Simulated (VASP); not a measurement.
# Fe (Im-3m) in VASP: settings compared, part 3 of 3

VASP 6.6.1. Earlier steps stand in the parts before.

**5. Elastic constants, PBE, collinear spin, ferromagnetic start**

POSCAR reads:

```
Fe
1.0
   -1.4430000000      1.4430000000      1.4430000000
    1.4430000000     -1.4430000000      1.4430000000
    1.4430000000      1.4430000000     -1.4430000000
Fe
1
Direct
    0.0000000000      0.0000000000      0.0000000000
```

INCAR.step1 reads:

```
PREC = Accurate
ENCUT = 600
EDIFF = 1E-8
ISMEAR = -1
SIGMA = 0.05
LREAL = False
LASPH = True
NELM = 150
ALGO = Normal
ISIF = 3
LWAVE = False
LCHARG = False
ISPIN = 2
MAGMOM = 3
LORBIT = 11
LMAXMIX = 4
GGA = PE
IBRION = 2
NSW = 40
EDIFFG = -0.002
```

INCAR.step2 reads:

```
PREC = Accurate
ENCUT = 600
EDIFF = 1E-8
ISMEAR = -1
SIGMA = 0.05
LREAL = False
LASPH = True
NELM = 150
ALGO = Normal
ISIF = 3
LWAVE = False
LCHARG = False
ISPIN = 2
MAGMOM = 3
LORBIT = 11
LMAXMIX = 4
GGA = PE
IBRION = 6
NFREE = 2
POTIM = 0.015
NSW = 1
```

KPOINTS reads:

```
Automatic mesh
0
Gamma
  10 10 10
```

Potentials or basis: VASP PAW PBE potentials, release 64 (Fe).

Run with:

```sh
$ cat potpaw_PBE.64/Fe/POTCAR > POTCAR
$ cp INCAR.step1 INCAR
$ mpirun -np 1 vasp_std > vasp.out
$ cp CONTCAR POSCAR
$ cp INCAR.step2 INCAR
$ mpirun -np 1 vasp_std > vasp.out
```

OUTCAR:

```text
PREC = Accurate
   ENCUT = 600
   EDIFF = 1E-8
   ISMEAR = -1
   LREAL = False
   LASPH = True
   NELM = 150
   ISIF = 3
   ISPIN = 2
   LORBIT = 11
   GGA = PE
   IBRION = 6
   NFREE = 2
   POTIM = 0.015
   NSW = 1

 ion  position               nearest neighbor table
   1  0.000  0.000  0.000-

  LATTYP: Found a body centered cubic cell.
 ALAT       =     2.8264484770

  Lattice vectors:

 A1 = (  -1.4132242385,   1.4132242385,   1.4132242385)
 A2 = (   1.4132242385,  -1.4132242385,   1.4132242385)
 A3 = (   1.4132242385,   1.4132242385,  -1.4132242385)

Analysis of symmetry for initial positions (statically):
=====================================================================
 Subroutine PRICEL returns:
 Original cell was already a primitive cell.

 Routine SETGRP: Setting up the symmetry group for a
 body centered cubic supercell.

 Subroutine GETGRP returns: Found 48 space group operations
 (whereof 48 operations were pure point group operations)
[... 1052 lines left out ...]
  y     0.00000     0.00000     0.00000     0.00000     0.00000     0.00000
  z     0.00000     0.00000     0.00000     0.00000     0.00000     0.00000

 Eigenvectors and eigenvalues of the dynamical matrix
 ----------------------------------------------------

   1 f/i=    0.000000 THz     0.000000 2PiTHz    0.000000 cm-1     0.000000 meV
             X         Y         Z           dx          dy          dz
      0.000000  0.000000  0.000000     1.000000    0.000000    0.000000

   2 f/i=    0.000000 THz     0.000000 2PiTHz    0.000000 cm-1     0.000000 meV
             X         Y         Z           dx          dy          dz
      0.000000  0.000000  0.000000     0.000000    1.000000    0.000000

   3 f/i=    0.000000 THz     0.000000 2PiTHz    0.000000 cm-1     0.000000 meV
             X         Y         Z           dx          dy          dz
      0.000000  0.000000  0.000000     0.000000    0.000000    1.000000

--------------------------------------------------------------------------------------------------------

 ELASTIC MODULI CONTR FROM IONIC RELAXATION (kBar)
 Direction    XX          YY          ZZ          XY          YZ          ZX
 --------------------------------------------------------------------------------
 XX           0.0000      0.0000      0.0000      0.0000      0.0000      0.0000
 YY           0.0000      0.0000      0.0000      0.0000      0.0000      0.0000
 ZZ           0.0000      0.0000      0.0000      0.0000      0.0000      0.0000
 XY           0.0000      0.0000      0.0000      0.0000      0.0000      0.0000
 YZ           0.0000      0.0000      0.0000      0.0000      0.0000      0.0000
 ZX           0.0000      0.0000      0.0000      0.0000      0.0000      0.0000
 --------------------------------------------------------------------------------

 TOTAL ELASTIC MODULI (kBar)
 Direction    XX          YY          ZZ          XY          YZ          ZX
 --------------------------------------------------------------------------------
 XX        3347.6408   1605.0321   1605.0321      0.0000      0.0000     -0.0000
 YY        1605.0321   3347.6408   1605.0321      0.0000      0.0000      0.0000
 ZZ        1605.0321   1605.0321   3347.6408      0.0000      0.0000     -0.0000
 XY           0.0000      0.0000      0.0000   1220.7984      0.0000     -0.0000
 YZ           0.0000      0.0000      0.0000      0.0000   1220.7984      0.0000
 ZX          -0.0000      0.0000     -0.0000     -0.0000      0.0000   1220.7984
 --------------------------------------------------------------------------------

 total charge

# of ion       s       p       d       tot
------------------------------------------
    1        0.488   0.549   6.243   7.280

 magnetization (x)

# of ion       s       p       d       tot
------------------------------------------
    1       -0.015  -0.064   2.214   2.135
```

OUTCAR.step1:

```text
PREC = Accurate
   ENCUT = 600
   EDIFF = 1E-8
   ISMEAR = -1
   LREAL = False
   LASPH = True
   NELM = 150
   ISIF = 3
   ISPIN = 2
   LORBIT = 11
   GGA = PE
[... 724 lines left out ...]
      9      30.7085      0.00000
     10      36.2770      0.00000
[... 327 lines left out ...]
  FREE ENERGIE OF THE ION-ELECTRON SYSTEM (eV)
  ---------------------------------------------------
  free  energy   TOTEN  =        -8.2525902725 eV

  energy  without entropy=       -8.2455943500  energy(sigma->0) =       -8.24909231

 reached required accuracy - stopping structural energy minimisation

 total charge

# of ion       s       p       d       tot
------------------------------------------
    1        0.488   0.549   6.243   7.280

 magnetization (x)

# of ion       s       p       d       tot
------------------------------------------
    1       -0.015  -0.064   2.214   2.135
```

OSZICAR.step1:

```text
N       E                     dE             d eps       ncg     rms          rms(c)
DAV:   1     0.208217223345E+02    0.20822E+02   -0.44199E+03  1938   0.108E+03
DAV:   2    -0.857469547288E+01   -0.29396E+02   -0.27697E+02  1888   0.140E+02
[... 70 lines left out ...]
DAV:   3    -0.825259102952E+01    0.36537E-05   -0.21697E-05  2062   0.700E-02    0.229E-02
DAV:   4    -0.825259062718E+01    0.40234E-06   -0.24574E-07  2078   0.760E-03    0.520E-03
DAV:   5    -0.825259035568E+01    0.27150E-06   -0.56671E-07  1960   0.628E-03    0.920E-04
DAV:   6    -0.825259033518E+01    0.20500E-07   -0.86217E-09  1358   0.109E-03    0.508E-04
DAV:   7    -0.825259028197E+01    0.53211E-07   -0.94599E-10   946   0.448E-04    0.156E-04
DAV:   8    -0.825259027247E+01    0.95048E-08   -0.25412E-10   946   0.221E-04
   6 F= -.82525903E+01 E0= -.82490923E+01  d E =-.274515E-05  mag=     2.1342
```

Run time: 5.9 min. Hardware: 1 thread of Intel Xeon 6975P-C (Granite Rapids), shared host; peak memory 0.23 GiB.

Results:

```yaml
Relaxed_volume: 11.29 Å³/atom
Relaxed_cell: a = 2.448 Å, b = 2.448 Å, c = 2.448 Å, α = 109.47°, β = 109.47°, γ = 109.47°
Space_group_after_relaxing_to_0.05_Å: Im-3m (No. 229)
Net_moment: 2.13 μB per cell
Site_moments: Fe +2.13 μB
Valence_electrons_inside_the_program's_atomic_spheres: Fe 7.28
Elastic_constants_C11_C12_C44: 335, 161, 122 GPa
Voigt_bulk_modulus: 219 GPa
```

Step by step:
| step | energy change (eV) | largest force (eV/Å) | pressure (GPa) | volume (Å³) |
| --- | --- | --- | --- | --- |
| 1 | 0.0000 | 0.0000 | -11.11 | 12.02 |
| 2 | 0.0024 | 0.0000 | 15.23 | 10.63 |
| 3 | -0.0277 | 0.0000 | -0.13 | 11.30 |
| 4 | -0.0277 | 0.0000 | 0.15 | 11.28 |
| 5 | -0.0277 | 0.0000 | -0.15 | 11.30 |
| 6 | -0.0277 | 0.0000 | 0.02 | 11.29 |

Final structure:
```cif
data_structure
_symmetry_space_group_name_H-M 'P 1'
_symmetry_Int_Tables_number 1
_cell_length_a 2.4478
_cell_length_b 2.4478
_cell_length_c 2.4478
_cell_angle_alpha 109.471
_cell_angle_beta 109.471
_cell_angle_gamma 109.471
_cell_volume 11.29
loop_
_atom_site_label
_atom_site_type_symbol
_atom_site_fract_x
_atom_site_fract_y
_atom_site_fract_z
_atom_site_occupancy
Fe1 Fe 0.00000 0.00000 0.00000 1
```

Elastic tensor in Voigt notation (GPa, in the Cartesian axes of the cell as first typed):
```
335 161 161   0   0   0
161 335 161   0   0   0
161 161 335   0   0   0
  0   0   0 122   0   0
  0   0   0   0 122   0
  0   0   0   0   0 122
```

Clamped-ion elastic tensor (GPa):
```
335 161 161   0   0   0
161 335 161   0   0   0
161 161 335   0   0   0
  0   0   0 122   0   0
  0   0   0   0 122   0
  0   0   0   0   0 122
```

**6. Phonons, PBEsol, collinear spin, ferromagnetic start**

POSCAR is that of step 5.

INCAR.step1 reads:

```
SYSTEM = Fe
  ALGO = Normal
  EDIFF = 1E-8
  EDIFFG = -0.002
  ENCUT = 600
  GGA = PS
  IBRION = 2
  ISIF = 3
  ISMEAR = -1
  ISPIN = 2
  LASPH = .TRUE.
  LCHARG = .FALSE.
  LMAXMIX = 4
  LORBIT = 11
  LREAL = .FALSE.
  LWAVE = .FALSE.
  MAGMOM = 3
  NELM = 100
  NSW = 40
  PREC = Accurate
  SIGMA = 0.05
```

INCAR.step2 reads:

```
SYSTEM = Fe
  ALGO = Normal
  EDIFF = 1E-8
  ENCUT = 600
  GGA = PS
  IBRION = 8
  ISIF = 2
  ISMEAR = -1
  ISPIN = 2
  LASPH = .TRUE.
  LCHARG = .FALSE.
  LMAXMIX = 4
  LORBIT = 11
  LREAL = .FALSE.
  LWAVE = .FALSE.
  MAGMOM = 3
  NELM = 100
  NSW = 1
  PREC = Accurate
  SIGMA = 0.05
```

KPOINTS reads:

```
k-points
0
G
  10 10 10
  0 0 0
```

Potentials or basis: VASP PAW PBE potentials, release 64 (Fe).

Run with:

```sh
$ cat potpaw_PBE.64/Fe/POTCAR > POTCAR
$ cp INCAR.step1 INCAR
$ mpirun -np 1 vasp_std > vasp.out
$ cp CONTCAR POSCAR
$ cp INCAR.step2 INCAR
$ mpirun -np 1 vasp_std > vasp.out
```

OUTCAR:

```text
SYSTEM = Fe
   EDIFF = 1E-8
   ENCUT = 600
   GGA = PS
   IBRION = 8
   ISIF = 2
   ISMEAR = -1
   ISPIN = 2
   LASPH = .TRUE.
   LORBIT = 11
   LREAL = .FALSE.
   NELM = 100
   NSW = 1
   PREC = Accurate

 ion  position               nearest neighbor table
   1  0.000  0.000  0.000-

  LATTYP: Found a body centered cubic cell.
 ALAT       =     2.7877488024

  Lattice vectors:

 A1 = (  -1.3938744012,   1.3938744012,   1.3938744012)
 A2 = (   1.3938744012,  -1.3938744012,   1.3938744012)
 A3 = (   1.3938744012,   1.3938744012,  -1.3938744012)

Analysis of symmetry for initial positions (statically):
=====================================================================
 Subroutine PRICEL returns:
 Original cell was already a primitive cell.

 Routine SETGRP: Setting up the symmetry group for a
 body centered cubic supercell.

 Subroutine GETGRP returns: Found 48 space group operations
[... 864 lines left out ...]
 -----------------------------------------------------------------------------
     0.00847  0.00000  0.00000
     0.00000  0.00209  0.00000
     0.00000  0.00000  0.00209

 INTERNAL STRAIN TENSOR FOR ION    1 for displacements in x,y,z  (eV/Angst):
          X           Y           Z          XY          YZ          ZX
  --------------------------------------------------------------------------------
  x     0.00000     0.00000     0.00000     0.00000     0.00000     0.00000
  y     0.00000     0.00000     0.00000     0.00000     0.00000     0.00000
  z     0.00000     0.00000     0.00000     0.00000     0.00000     0.00000

 SECOND DERIVATIVES (NOT SYMMETRIZED)
 ------------------------------------
               1X          1Y          1Z
  1X    -0.010911    0.000000    0.000000
  1Y     0.000000   -0.010911    0.000000
  1Z     0.000000    0.000000   -0.010911

 Eigenvectors and eigenvalues of the dynamical matrix
 ----------------------------------------------------

   1 f  =    0.218512 THz     1.372948 2PiTHz    7.288760 cm-1     0.903691 meV
             X         Y         Z           dx          dy          dz
      0.000000  0.000000  0.000000     1.000000    0.000000    0.000000

   2 f  =    0.218512 THz     1.372948 2PiTHz    7.288760 cm-1     0.903691 meV
             X         Y         Z           dx          dy          dz
      0.000000  0.000000  0.000000     0.000000    1.000000    0.000000

   3 f  =    0.218512 THz     1.372948 2PiTHz    7.288760 cm-1     0.903691 meV
             X         Y         Z           dx          dy          dz
      0.000000  0.000000  0.000000     0.000000    0.000000    1.000000

--------------------------------------------------------------------------------------------------------

 ELASTIC MODULI CONTR FROM IONIC RELAXATION (kBar)
 Direction    XX          YY          ZZ          XY          YZ          ZX
 --------------------------------------------------------------------------------
 XX           0.0000      0.0000      0.0000      0.0000      0.0000      0.0000
 YY           0.0000      0.0000      0.0000      0.0000      0.0000      0.0000
 ZZ           0.0000      0.0000      0.0000      0.0000      0.0000      0.0000
 XY           0.0000      0.0000      0.0000      0.0000      0.0000      0.0000
 YZ           0.0000      0.0000      0.0000      0.0000      0.0000      0.0000
 ZX           0.0000      0.0000      0.0000      0.0000      0.0000      0.0000
 --------------------------------------------------------------------------------

 total charge

# of ion       s       p       d       tot
------------------------------------------
    1        0.510   0.590   6.276   7.376

 magnetization (x)

# of ion       s       p       d       tot
------------------------------------------
    1       -0.014  -0.057   2.179   2.108
```

It took 1.9 min on 1 thread of Intel Xeon 6975P-C (Granite Rapids), shared host; peak memory 0.17 GiB.

Results:

| Item | Value |
| --- | --- |
| Relaxed volume | 10.83 Å³/atom |
| Relaxed cell | a = 2.414 Å, b = 2.414 Å, c = 2.414 Å, α = 109.47°, β = 109.47°, γ = 109.47° |
| Space group after relaxing (to 0.05 Å) | Im-3m (No. 229) |
| Net moment | 2.12 μB per cell |
| Site moments | Fe +2.11 μB |
| Valence electrons inside the program's atomic spheres | Fe 7.38 |

The path:
```
step  energy change (eV)  largest force (eV/Å)  pressure (GPa)  volume (Å³)
   1              0.0000                0.0000          -19.49        12.02
   2              0.0288                0.0000           33.26         9.65
   3             -0.0822                0.0000           -0.12        10.84
   4             -0.0821                0.0000            0.37        10.82
   5             -0.0821                0.0000           -0.41        10.85
   6             -0.0822                0.0000            0.00        10.83
```

Final structure:
```
Fe
1.0
    -1.39387    1.39387    1.39387
     1.39387   -1.39387    1.39387
     1.39387    1.39387   -1.39387
Fe
1
Direct
  0.00000 0.00000 0.00000
```

Caveat: the PAW data sets were made with another functional, which shifts forces and pressure a little.

**7. Elastic constants, PBEsol, collinear spin, ferromagnetic start**

POSCAR is that of step 6.

INCAR.step1 reads:

```
SYSTEM = Fe
  ALGO = Fast
  EDIFF = 1E-8
  EDIFFG = -0.002
  ENCUT = 600
  GGA = PS
  IBRION = 2
  ISIF = 3
  ISMEAR = -1
  ISPIN = 2
  LASPH = .True.
  LCHARG = .False.
  LMAXMIX = 4
  LORBIT = 11
  LREAL = .False.
  LWAVE = .False.
  MAGMOM = 3
  NELM = 120
  NSW = 40
  PREC = Accurate
  SIGMA = 0.05
```

INCAR.step2 reads:

```
SYSTEM = Fe
  ALGO = Fast
  EDIFF = 1E-8
  ENCUT = 600
  GGA = PS
  IBRION = 6
  ISIF = 3
  ISMEAR = -1
  ISPIN = 2
  LASPH = .True.
  LCHARG = .False.
  LMAXMIX = 4
  LORBIT = 11
  LREAL = .False.
  LWAVE = .False.
  MAGMOM = 3
  NELM = 120
  NFREE = 2
  NSW = 1
  POTIM = 0.015
  PREC = Accurate
  SIGMA = 0.05
```

KPOINTS reads:

```
k-points
0
Gamma
  10 10 10
  0 0 0
```

Run with:

```sh
$ cat potpaw_PBE.64/Fe/POTCAR > POTCAR
$ cp INCAR.step1 INCAR
$ mpirun -np 1 vasp_std > vasp.out
$ cp CONTCAR POSCAR
$ cp INCAR.step2 INCAR
$ mpirun -np 1 vasp_std > vasp.out
```

Run time: 6.4 min. Hardware: 1 thread of Intel Xeon 6975P-C (Granite Rapids), shared host; peak memory 0.23 GiB.

The run converged. Its results:

- Relaxed volume: 10.83 Å³/atom
- Relaxed cell: a = 2.414 Å, b = 2.414 Å, c = 2.414 Å, α = 109.47°, β = 109.47°, γ = 109.47°
- Space group after relaxing (to 0.05 Å): Im-3m (No. 229)
- Net moment: 2.12 μB per cell
- Site moments: Fe +2.11 μB
- Valence electrons inside the program's atomic spheres: Fe 7.38
- Elastic constants C11, C12, C44: 367, 180, 140 GPa
- Voigt bulk modulus: 243 GPa

Step by step:
```csv
step,energy change (eV),largest force (eV/Å),pressure (GPa),volume (Å³)
1,0.0000,0.0000,-19.49,12.02
2,0.0288,0.0000,33.26,9.65
3,-0.0822,0.0000,-0.14,10.84
4,-0.0821,0.0000,0.39,10.82
5,-0.0821,0.0000,-0.45,10.85
6,-0.0822,0.0000,0.02,10.83
```

Final structure:
```
Fe
1.0
    -1.39387    1.39387    1.39387
     1.39387   -1.39387    1.39387
     1.39387    1.39387   -1.39387
Fe
1
Direct
  0.00000 0.00000 0.00000
```

Elastic tensor in Voigt notation (GPa, in the Cartesian axes of the cell as first typed):
```
367 180 180   0   0   0
180 367 180   0   0   0
180 180 367   0   0   0
  0   0   0 140   0   0
  0   0   0   0 140   0
  0   0   0   0   0 140
```

Clamped-ion elastic tensor (GPa):
```
367 180 180   0   0   0
180 367 180   0   0   0
180 180 367   0   0   0
  0   0   0 140   0   0
  0   0   0   0 140   0
  0   0   0   0   0 140
```

Caveat: the PAW data sets were made with another functional, which shifts forces and pressure a little.

**8. Summary**

```csv
task,level,potentials or basis,ions in elastic constants,moment (μB)
phonons,LDA,"VASP PAW LDA potentials, release 64 (Fe)",-,1.95
elastic constants,LDA,"VASP PAW LDA potentials, release 64 (Fe)",relaxed,1.95
phonons,PBE,"VASP PAW PBE potentials, release 64 (Fe)",-,2.13
elastic constants,PBE,"VASP PAW PBE potentials, release 64 (Fe)",relaxed,2.13
phonons,PBEsol,"VASP PAW PBE potentials, release 64 (Fe)",-,2.12
elastic constants,PBEsol,"VASP PAW PBE potentials, release 64 (Fe)",relaxed,2.12
```

Alike in all rows: spin collinear, ferromagnetic start; cell relaxed; k mesh 10 × 10 × 10; cutoff (eV) 600; smearing fermi-dirac 0.05 eV.

Caveats: the PAW data sets were made with another functional, which shifts forces and pressure a little (some runs).

Absolute energies hang on the potentials; compare differences alone.
